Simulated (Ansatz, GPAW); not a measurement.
## One calculation of CuAu3, 3 ways

```
CELL_PARAMETERS angstrom
3.98000 0.00000 0.00000
0.00000 3.98000 0.00000
0.00000 0.00000 3.98000
ATOMIC_POSITIONS crystal
Au 0.50000 0.50000 0.00000
Au 0.50000 0.00000 0.50000
Au 0.00000 0.50000 0.50000
Cu 0.00000 0.00000 0.00000
```

Alike in all runs: task band structure; functional PBEsol; k mesh 7 × 7 × 7; occupations fermi-dirac, width 0.05 eV; no spin polarisation; no spin-orbit coupling. Pressure is positive in compression and, in plane waves, holds the error of the finite cutoff, which Ansatz's Pulay term estimates and takes out.

```csv
program and potentials,plane-wave cutoff (eV),notes,band gap (eV),pressure (GPa)
"Ansatz, PAW datasets made for the crystal",260,-,no gap,-1.00
"GPAW, PAW data sets generated for this functional",600,this data set often lies off other programs,no gap,1.83
"Ansatz, all-electron LAPW, scalar-relativistic",-,-,no gap,-1.00
```

None finds a gap. The pressure spans -1.00 (Ansatz, PAW datasets made for the crystal) to 1.83 GPa (GPAW, PAW data sets generated for this functional), with all-electron results at -1.00.

The functional is the same throughout but for its coding, so the spread measures potentials, basis and numerics; runs on potential files found faulty are left out.
